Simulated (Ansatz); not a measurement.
## ZnSe: how the free axis answers a strain

ZnSe, F-43m, a = 5.633 Å. Ansatz: PBEsol, PAW, 420 eV, Γ-centred 8×8×6 mesh on 4 atoms, Gaussian smearing 0.02 eV; no spin polarisation. Series: uniaxial strain along c, with a, b and atoms relaxed; x is the strain in per cent. The axes a, b, c are those of the computed cell (3.983, 3.983, 5.633 Å), along [1 1 0], [-1 1 0], [0 0 1] of the cell named above. y is the change of a in per cent of 3.983 Å.

| x (%) | y (%) |
| --- | --- |
| -6.0 | 2.37 |
| -4.0 | 1.55 |
| -2.0 | 0.77 |
| 0.0 | 0.00 |
| 2.0 | -0.73 |
| 4.0 | -1.43 |
| 6.0 | ? |

**Question.** Fit y = c1 x + c2 x² to the other rows, say what c1 measures, and predict the missing y.

**Answer.** Least squares on the rows shown. y = −0.3728 x + 0.003736 x². So −c1 = 0.373 is Poisson's ratio for this pair of axes. At x = 6.0 the fit asked for gives -2.10 %. The run gave -2.09 %, so the fit is 0.01 % too low, a small miss on the scale of the series.